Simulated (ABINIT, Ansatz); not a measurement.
**GaAs (F-43m): modes at Γ and the response to a field**

Aim: the zone-centre modes of GaAs (F-43m).

Calculated with ABINIT 10.8.3; DFT LDA, scalar-relativistic, plane waves, HGH norm-conserving pseudopotentials.

## (1) The starting structure

The structure is cubic, space group F-43m (No. 216). The conventional cell has a = 5.601 Å, b = 5.601 Å, c = 5.601 Å, α = 90.00°, β = 90.00°, γ = 90.00°. Nearest to Ga lie 4 As at 2.43 Å. Nearest to As lie 4 Ga at 2.43 Å. Farther neighbours are not listed.

## (2) Relaxation

The harmonic expansion starts where the forces on the atoms vanish, and stress shifts the frequencies, so cell and atoms are relaxed with tight thresholds.

The starting cell comes from a relaxation made beforehand in Ansatz (LDA, PseudoDojo NC).

relax.abi reads:

```
# relaxation
ionmov 2
optcell 2
ecutsm 0.5
dilatmx 1.08
ntime 40
tolmxf 2.0d-06
tolvrs 1.0d-14
prtwf 0
prtden 0
chksymtnons 0

# basis, mesh and filling
ecut 20.0
ixc 7
ngkpt 8 8 8
nshiftk 1
shiftk 0.0 0.0 0.0
istwfk *1
occopt 1
nband 4
nstep 100
diemac 9.0
prtebands 0
prtgsr 0
useylm 1

# cell and atoms
acell 7.484374278 7.484374278 7.484374278
rprim 
    0.0 0.7071067812 0.7071067812
    0.7071067812 0.0 0.7071067812
    0.7071067812 0.7071067812 0.0
ntypat 2
znucl 31 33
natom 2
typat 1 2
xred 
    0.0 0.0 0.0
    0.25 0.25 0.25
pp_dirpath "./pseudo"
pseudos "Ga.hgh, As.hgh"
```

Started as:

```bash
$ OMP_NUM_THREADS=1 mpirun -n 2 abinit relax.abi > relax.log
```

Numbers of over 12 decimals in the logs are rounded to 6 here.

relax.abo, the main output file:

```text
[banners, grids, parts of the stress and lines that vanish by symmetry left out]
- input  file    -> relax.abi
- output file    -> relax.abo
- root for input  files -> relaxi
[...]
Symmetries : space group F-4 3 m (#216); Bravais cF (face-center cubic)
[...]
mpw =        1639          nfft =       46656          nkpt =          29
[...]
== DATASET  1 ==================================================================
[...]
cutoff_energies: {ecut:  20.0, pawecutdg:  -1.0, }
[...]
Exchange-correlation functional for the present dataset will be:
  LDA: Perdew-Wang 92 LSD fit to Ceperley-Alder data - ixc=7
[...]
ETOT  1  -8.659762    -8.660E+00 1.271E-02 1.772E+01
 ETOT  2  -8.664657    -4.894E-03 3.895E-05 5.245E-01
 ETOT  3  -8.664701    -4.487E-05 1.043E-06 3.864E-02
 ETOT  4  -8.664706    -4.364E-06 2.081E-07 1.544E-03
 ETOT  5  -8.664706    -1.761E-07 6.255E-08 9.423E-06
[...]
At SCF step   14       vres2   =  2.74E-16 < tolvrs=  1.00E-14 =>converged.
[...]
sigma(1 1)=  9.42057823E-05  sigma(3 2)=  0.00000000E+00
  sigma(2 2)=  9.42057823E-05  sigma(3 1)=  0.00000000E+00
  sigma(3 3)=  9.42057823E-05  sigma(2 1)=  0.00000000E+00
[...]
convergence: {deltae:  8.349E-14, res2:  2.739E-16, residm:  1.031E-13, diffor: null, }
etotal    :  -8.66470594E+00
[...]
ETOT  1  -8.664905    -8.665E+00 1.417E-07 1.003E-01
[...]
At SCF step    9       vres2   =  2.82E-17 < tolvrs=  1.00E-14 =>converged.
[...]
sigma(1 1)=  7.55806525E-05  sigma(3 2)=  0.00000000E+00
  sigma(2 2)=  7.55806525E-05  sigma(3 1)=  0.00000000E+00
  sigma(3 3)=  7.55806525E-05  sigma(2 1)=  0.00000000E+00
[...]
convergence: {deltae:  3.553E-15, res2:  2.821E-17, residm:  1.165E-17, diffor: null, }
etotal    :  -8.66491906E+00
[...]
ETOT  1  -8.665060    -8.665E+00 4.017E-04 1.461E+00
[...]
At SCF step    9       vres2   =  2.82E-16 < tolvrs=  1.00E-14 =>converged.
[...]
sigma(1 1)= -5.54093863E-06  sigma(3 2)=  0.00000000E+00
  sigma(2 2)= -5.54093863E-06  sigma(3 1)=  0.00000000E+00
  sigma(3 3)= -5.54093863E-06  sigma(2 1)=  0.00000000E+00
[...]
convergence: {deltae:  2.487E-13, res2:  2.819E-16, residm:  7.440E-20, diffor: null, }
etotal    :  -8.66526652E+00
[...]
ETOT  1  -8.665267    -8.665E+00 8.011E-11 6.479E-03
[...]
At SCF step    8       vres2   =  4.77E-16 < tolvrs=  1.00E-14 =>converged.
[...]
sigma(1 1)=  2.31881300E-07  sigma(3 2)=  0.00000000E+00
  sigma(2 2)=  2.31881300E-07  sigma(3 1)=  0.00000000E+00
  sigma(3 3)=  2.31881300E-07  sigma(2 1)=  0.00000000E+00
[...]
convergence: {deltae:  1.865E-13, res2:  4.766E-16, residm:  1.489E-19, diffor: null, }
etotal    :  -8.66526819E+00
[...]
ETOT  1  -8.665268    -8.665E+00 1.418E-10 1.049E-05
[...]
ETOT  6  -8.665268    -2.629E-13 4.917E-19 4.291E-14
 ETOT  7  -8.665268     2.753E-13 1.244E-20 1.841E-16
 At SCF step    7       vres2   =  1.84E-16 < tolvrs=  1.00E-14 =>converged.
[...]
sigma(1 1)=  3.78863453E-10  sigma(3 2)=  0.00000000E+00
  sigma(2 2)=  3.78863453E-10  sigma(3 1)=  0.00000000E+00
  sigma(3 3)=  3.78863454E-10  sigma(2 1)=  0.00000000E+00
[...]
convergence: {deltae:  2.753E-13, res2:  1.841E-16, residm:  1.244E-20, diffor: null, }
etotal    :  -8.66526819E+00
[...]
At Broyd/MD step   5, gradients are converged :
[...]
sigma(1 1)=  3.78863453E-10  sigma(3 2)=  0.00000000E+00
  sigma(2 2)=  3.78863453E-10  sigma(3 1)=  0.00000000E+00
  sigma(3 3)=  3.78863454E-10  sigma(2 1)=  0.00000000E+00
[...]
- sigma(1 1)=  1.11465476E-05  sigma(3 2)=  0.00000000E+00
- sigma(2 2)=  1.11465476E-05  sigma(3 1)=  0.00000000E+00
- sigma(3 3)=  1.11465476E-05  sigma(2 1)=  0.00000000E+00
[...]
fcart     -0.0000000000E+00 -0.0000000000E+00 -0.0000000000E+00
           strten      3.7886345341E-10  3.7886345341E-10  3.7886345363E-10
================================================================================

[key lines of the parts left out:]
pressure_GPa:  -1.1147E-05
Total energy (etotal) [Ha]= -8.66526819495510E+00
```

Elapsed: 25 s, on 2 MPI ranks of Intel Xeon Platinum 8488C (Sapphire Rapids), shared host.

Relaxation path:

```
step  energy less that of the first step (eV)  largest force (eV/Å)  volume (Å³)
   1                                   0.0000                0.0000        43.93
   2                                  -0.0058                0.0000        43.56
   3                                  -0.0153                0.0000        42.13
   4                                  -0.0153                0.0000        42.23
   5                                  -0.0153                0.0000        42.22
```

| conventional cell, symmetrised | before | after | change |
| --- | --- | --- | --- |
| a (Å) | 5.601 | 5.528 | -1.3 % |
| b (Å) | 5.601 | 5.528 | -1.3 % |
| c (Å) | 5.601 | 5.528 | -1.3 % |
| volume (Å³/atom) | 21.96 | 21.11 | -3.9 % |

The relaxed structure:

```
Ga As
1.0
     0.00000    2.76379    2.76379
     2.76379    0.00000    2.76379
     2.76379    2.76379    0.00000
Ga As
1 1
Direct
  0.00000 0.00000 0.00000
  0.25000 0.25000 0.25000
```

Read from the output:

- volume per atom: 21.11 Å³
- pressure: -1.11e-5 GPa

The volume changes by -3.9 % from the cell with which this run began.

## (3) Self-consistent run for the response

First-order wavefunctions inherit every error of the ground state, hence the very tight tolvrs. The mesh is shifted off Γ, since shifted meshes converge sums over the zone faster.

gs.abi reads:

```
# ground state
tolvrs 1.0d-16
prtden 1
prtwf 1

# basis, mesh and filling
ecut 20.0
ixc 7
ngkpt 6 6 6
nshiftk 4
shiftk 
    0.5 0.5 0.5
    0.5 0.0 0.0
    0.0 0.5 0.0
    0.0 0.0 0.5
istwfk *1
occopt 1
nband 4
nstep 100
diemac 9.0
prtebands 0
prtgsr 0
useylm 1

# cell and atoms
acell 7.386165208 7.386165208 7.386165208
rprim 
    0.0 0.7071067812 0.7071067812
    0.7071067812 0.0 0.7071067812
    0.7071067812 0.7071067812 0.0
ntypat 2
znucl 31 33
natom 2
typat 1 2
xred 
    0.0 0.0 0.0
    0.25 0.25 0.25
pp_dirpath "./pseudo"
pseudos "Ga.hgh, As.hgh"
```

Started as:

```bash
$ OMP_NUM_THREADS=1 mpirun -n 2 abinit gs.abi > gs.log
```

gs.abo, the main output file:

```text
[banners, grids, parts of the stress and lines that vanish by symmetry left out]
- input  file    -> gs.abi
- output file    -> gs.abo
- root for input  files -> gsi
[...]
Symmetries : space group F-4 3 m (#216); Bravais cF (face-center cubic)
[...]
mpw =        1242          nfft =       27000          nkpt =          28
[...]
== DATASET  1 ==================================================================
[...]
cutoff_energies: {ecut:  20.0, pawecutdg:  -1.0, }
[...]
Exchange-correlation functional for the present dataset will be:
  LDA: Perdew-Wang 92 LSD fit to Ceperley-Alder data - ixc=7
[...]
ETOT  1  -8.662509    -8.663E+00 4.048E-03 1.110E+01
 ETOT  2  -8.665419    -2.910E-03 2.884E-06 3.422E-01
 ETOT  3  -8.665474    -5.496E-05 8.239E-07 2.707E-02
 ETOT  4  -8.665480    -5.666E-06 8.456E-08 8.617E-04
 ETOT  5  -8.665480    -1.373E-07 1.399E-09 2.864E-06
[...]
ETOT 10  -8.665480     1.421E-14 1.793E-16 3.126E-15
 ETOT 11  -8.665480     1.954E-14 7.867E-18 5.923E-18
 At SCF step   11       vres2   =  5.92E-18 < tolvrs=  1.00E-16 =>converged.
[...]
sigma(1 1)=  8.50785859E-06  sigma(3 2)=  0.00000000E+00
  sigma(2 2)=  8.50785859E-06  sigma(3 1)=  0.00000000E+00
  sigma(3 3)=  8.50785859E-06  sigma(2 1)=  0.00000000E+00
[...]
convergence: {deltae:  1.954E-14, res2:  5.923E-18, residm:  7.867E-18, diffor: null, }
etotal    :  -8.66547977E+00
[...]
sigma(1 1)=  8.50785859E-06  sigma(3 2)=  0.00000000E+00
  sigma(2 2)=  8.50785859E-06  sigma(3 1)=  0.00000000E+00
  sigma(3 3)=  8.50785859E-06  sigma(2 1)=  0.00000000E+00
[...]
- sigma(1 1)=  2.50309842E-01  sigma(3 2)=  0.00000000E+00
- sigma(2 2)=  2.50309842E-01  sigma(3 1)=  0.00000000E+00
- sigma(3 3)=  2.50309842E-01  sigma(2 1)=  0.00000000E+00
[...]
fcart     -0.0000000000E+00 -0.0000000000E+00 -0.0000000000E+00
           strten      8.5078585947E-06  8.5078585947E-06  8.5078585947E-06
================================================================================

[key lines of the parts left out:]
pressure_GPa:  -2.5031E-01
```

It took 4.9 s on 2 MPI ranks.

This step gave:

```
pressure : -0.2503 GPa
```

The cell stands at -0.25 GPa: the relaxation ran with a smoothed cutoff and on another k mesh.

## (4) The gap at rest

Empty bands on the ground state's density check that the gap assumed so far is there in this cell.

gap.abi reads:

```
# empty bands on the ground state's density
iscf -2
getden_filepath "gso_DEN"
tolwfr 1.0d-12
nbdbuf 2
prtwf 0

# basis, mesh and filling
ecut 20.0
ixc 7
ngkpt 8 8 8
nshiftk 1
shiftk 0.0 0.0 0.0
istwfk *1
occopt 1
nband 8
nstep 100
diemac 9.0
prtebands 0
prtgsr 0
useylm 1

# cell and atoms
acell 7.386165208 7.386165208 7.386165208
rprim 
    0.0 0.7071067812 0.7071067812
    0.7071067812 0.0 0.7071067812
    0.7071067812 0.7071067812 0.0
ntypat 2
znucl 31 33
natom 2
typat 1 2
xred 
    0.0 0.0 0.0
    0.25 0.25 0.25
pp_dirpath "./pseudo"
pseudos "Ga.hgh, As.hgh"
```

Started as:

```bash
$ OMP_NUM_THREADS=1 mpirun -n 2 abinit gap.abi > gap.log
```

gap.abo, the main output file:

```text
[banners, grids, parts of the stress and lines that vanish by symmetry left out]
- input  file    -> gap.abi
- output file    -> gap.abo
- root for input  files -> gapi
[...]
Symmetries : space group F-4 3 m (#216); Bravais cF (face-center cubic)
[...]
mpw =        1243          nfft =       27000          nkpt =          29
[...]
== DATASET  1 ==================================================================
[...]
cutoff_energies: {ecut:  20.0, pawecutdg:  -1.0, }
[...]
Exchange-correlation functional for the present dataset will be:
  LDA: Perdew-Wang 92 LSD fit to Ceperley-Alder data - ixc=7
[...]
-outvars: echo values of variables after computation
            acell      7.3861652080E+00  7.3861652080E+00  7.3861652080E+00 Bohr
================================================================================
```

It took 4.2 s on 2 MPI ranks; 7.6 s of CPU time.

Read from the output:

```
gap on the k-mesh : 1.028 eV
```

In this cell the gap on the mesh is 1.0 eV, direct, so fixed occupations hold.

## (5) Linear response at Γ

The derivative of the wavefunctions by k comes first, since the response to a field is built on it; then the field and the displacements that symmetry doesn't supply are solved at q = 0.

It reads the wavefunctions written in step 3.

dfpt_gamma.abi reads:

```
ndtset 2

# common to the responses
getwfk_filepath "gso_WFK"
kptopt 2
nqpt 1
qpt 0.0 0.0 0.0
asr 0
chneut 0

# d/dk
rfelfd1 2
rfdir1 1 1 1
iscf1 -3
tolwfr1 1.0d-20

# displacements, field
rfphon2 1
rfatpol2 1 2
rfdir2 1 1 1
rfelfd2 3
getddk2 1
tolvrs2 1.0d-10
prtwf2 0

# basis, mesh and filling
ecut 20.0
ixc 7
ngkpt 6 6 6
nshiftk 4
shiftk 
    0.5 0.5 0.5
    0.5 0.0 0.0
    0.0 0.5 0.0
    0.0 0.0 0.5
istwfk *1
occopt 1
nband 4
nstep 100
diemac 9.0
prtebands 0
prtgsr 0
useylm 1

# cell and atoms
acell 7.386165208 7.386165208 7.386165208
rprim 
    0.0 0.7071067812 0.7071067812
    0.7071067812 0.0 0.7071067812
    0.7071067812 0.7071067812 0.0
ntypat 2
znucl 31 33
natom 2
typat 1 2
xred 
    0.0 0.0 0.0
    0.25 0.25 0.25
pp_dirpath "./pseudo"
pseudos "Ga.hgh, As.hgh"
```

Started as:

```bash
$ OMP_NUM_THREADS=1 mpirun -n 2 abinit dfpt_gamma.abi > dfpt_gamma.log
```

dfpt_gamma.abo, the main output file:

```text
[banners, grids, parts of the stress and lines that vanish by symmetry left out]
- input  file    -> dfpt_gamma.abi
- output file    -> dfpt_gamma.abo
- root for input  files -> dfpt_gammai
[...]
DATASET    1 : space group F-4 3 m (#216); Bravais cF (face-center cubic)
[...]
nfft =       27000          nkpt =         432
[...]
DATASET    2 : space group F-4 3 m (#216); Bravais cF (face-center cubic)
[...]
nfft =       27000          nkpt =         432
[...]
== DATASET  1 ==================================================================
[...]
cutoff_energies: {ecut:  20.0, pawecutdg:  -1.0, }
[...]
Exchange-correlation functional for the present dataset will be:
  LDA: Perdew-Wang 92 LSD fit to Ceperley-Alder data - ixc=7
[...]
- 33.00000   5.00000     10605                znucl, zion, pspdat
[...]
Perturbation : derivative vs k along direction   1
[...]
-ETOT  1  -9.277279     -9.277E+00 2.674E-01 0.000E+00
 ETOT  2  -9.303048     -2.577E-02 1.844E-02 0.000E+00
 ETOT  3  -9.303435     -3.868E-04 4.236E-04 0.000E+00
 ETOT  4  -9.303448     -1.352E-05 2.318E-05 0.000E+00
 ETOT  5  -9.303449     -5.968E-07 7.401E-07 0.000E+00
[...]
At SCF step   16   max residual=  9.96E-21 < tolwfr=  1.00E-20 =>converged.
[...]
Perturbation : derivative vs k along direction   2
[...]
-ETOT  1  -9.277279     -9.277E+00 2.674E-01 0.000E+00
[...]
At SCF step   16   max residual=  9.96E-21 < tolwfr=  1.00E-20 =>converged.
[...]
Perturbation : derivative vs k along direction   3
[...]
-ETOT  1  -9.277279     -9.277E+00 2.674E-01 0.000E+00
[...]
At SCF step   16   max residual=  9.96E-21 < tolwfr=  1.00E-20 =>converged.
[...]
1        1       4.0212094046   -0.0000000000
     1        2       2.0106047023   -0.0000000000
     1        3       2.0106047023   -0.0000000000
     2        1       2.0106047023   -0.0000000000
     2        2       4.0212094046   -0.0000000000
     2        3       2.0106047023   -0.0000000000
     3        1       2.0106047023   -0.0000000000
     3        2       2.0106047023   -0.0000000000
     3        3       4.0212094046   -0.0000000000
[...]
== DATASET  2 ==================================================================
[...]
cutoff_energies: {ecut:  20.0, pawecutdg:  -1.0, }
[...]
Exchange-correlation functional for the present dataset will be:
  LDA: Perdew-Wang 92 LSD fit to Ceperley-Alder data - ixc=7
[...]
Perturbation : displacement of atom   1   along direction   1
[...]
-ETOT  1   7.202693     -3.715E+01 8.741E-02 4.084E+03
[...]
At SCF step    9       vres2   =  3.67E-12 < tolvrs=  1.00E-10 =>converged.
[...]
Perturbation : displacement of atom   2   along direction   1
[...]
-ETOT  1   27.502138107025     -1.464E+02 4.998E-01 4.056E+04
[...]
At SCF step    9       vres2   =  8.20E-11 < tolvrs=  1.00E-10 =>converged.
[...]
Perturbation : homogeneous electric field along direction   1
[...]
-ETOT  1  -268.69553585037     -2.687E+02 3.358E+01 1.454E+04
[...]
ETOT  9  -278.76892631308     -8.873E-11 1.445E-10 1.335E-10
 ETOT 10  -278.76892631308     -1.251E-12 7.263E-12 3.201E-12
 At SCF step   10       vres2   =  3.20E-12 < tolvrs=  1.00E-10 =>converged.
[...]
Dielectric tensor, in cartesian coordinates,
[...]
1    4   1    4        12.3265907292        -0.0000000000
   1    4   2    4        -0.0000000000        -0.0000000000
   1    4   3    4         0.0000000000        -0.0000000000
   2    4   1    4        -0.0000000000        -0.0000000000
   2    4   2    4        12.3265907292        -0.0000000000
   2    4   3    4         0.0000000000        -0.0000000000
   3    4   1    4         0.0000000000        -0.0000000000
   3    4   2    4         0.0000000000        -0.0000000000
   3    4   3    4        12.3265907292        -0.0000000000
  Effective charges, in cartesian coordinates,
[...]
1    1   1    4         2.0013609397         0.0000000000
   2    1   1    4         0.0000000000         0.0000000000
   3    1   1    4        -0.0000000000         0.0000000000
   1    2   1    4        -2.0216570177         0.0000000000
   2    2   1    4         0.0000000000         0.0000000000
[...]
Effective charges, in cartesian coordinates,
[...]
2    4   1    2         0.0000000000         0.0000000000
   3    4   1    2         0.0000000000         0.0000000000
   1    4   2    2         0.0000000000         0.0000000000
   2    4   2    2        -2.0216566931         0.0000000000
   3    4   2    2        -0.0000000000         0.0000000000
   1    4   3    2         0.0000000000         0.0000000000
   2    4   3    2        -0.0000000000         0.0000000000
   3    4   3    2        -2.0216566931         0.0000000000
  Phonon wavevector (reduced coordinates) :  0.00000  0.00000  0.00000
 Phonon energies in Hartree :
[...]
Phonon frequencies in cm-1    :
- -1.192266E+00 -1.192266E+00 -1.192266E+00  2.717594E+02  2.717594E+02
-  2.717594E+02
  Phonon at Gamma, with non-analyticity in the
[...]
Phonon energies in Hartree :
[...]
Phonon frequencies in cm-1    :
- -1.192266E+00 -1.192266E+00 -1.088309E+00  2.717594E+02  2.717594E+02
-  2.905887E+02
  Phonon at Gamma, with non-analyticity in the
[...]
Phonon energies in Hartree :
[...]
Phonon frequencies in cm-1    :
- -1.192266E+00 -1.192266E+00 -1.088310E+00  2.717594E+02  2.717594E+02
-  2.905887E+02
  Phonon at Gamma, with non-analyticity in the
[...]
Phonon energies in Hartree :
[...]
Phonon frequencies in cm-1    :
- -1.192266E+00 -1.192266E+00 -1.088310E+00  2.717594E+02  2.717594E+02
-  2.905887E+02
[...]
fcart2     0.0000000000E+00  0.0000000000E+00  0.0000000000E+00
           strten2     0.0000000000E+00  0.0000000000E+00  0.0000000000E+00
================================================================================
```

Run time: 5.1 min. Hardware: 2 MPI ranks.

Numbers from this step:

| Quantity | Value |
| --- | --- |
| miss of the charge sum rule | 0.02030 e |
| largest acoustic frequency at the zone centre before the sum rule | -1.19 cm⁻¹ |
| highest optical zone-centre mode (no LO-TO term) | 271.8 cm⁻¹ |
| lowest optical zone-centre mode | 271.8 cm⁻¹ |
| mean high-frequency dielectric constant | 12.33 |
| largest Born charge in size (third of the trace) | 2.022 e |

Born charge (rows field, columns displacement), before the sum rule (e), principal values of the symmetric part by kind of site:

```
atom  atoms with these values    low  middle   high   mean
 Ga1                        1   2.00    2.00   2.00   2.00
 As2                        1  -2.02   -2.02  -2.02  -2.02
```

In full for Ga1:

```
2.00 0.00 0.00
0.00 2.00 0.00
0.00 0.00 2.00
```

High-frequency dielectric tensor:

```
12.33  0.00  0.00
 0.00 12.33  0.00
 0.00  0.00 12.33
```

The acoustic modes at Γ come out as far as 1.2 cm⁻¹ from zero, where they should vanish, a small numerical error; the Born charges miss their sum rule by 0.020 e, which is fair.

(Part 1 of 2 ends here.)

[Host names and launcher messages were left out of these logs when they were recorded.]

[Logs are printed without paths, hosts, clocks, repeated set-up lines and the standing remarks that a program may print on its own settings, such as how far it seeks lower states.]

[Hosts, paths, dates, database ids (printed as entryN), source tags and the programs' standing remarks are cut or masked in the printed files.]
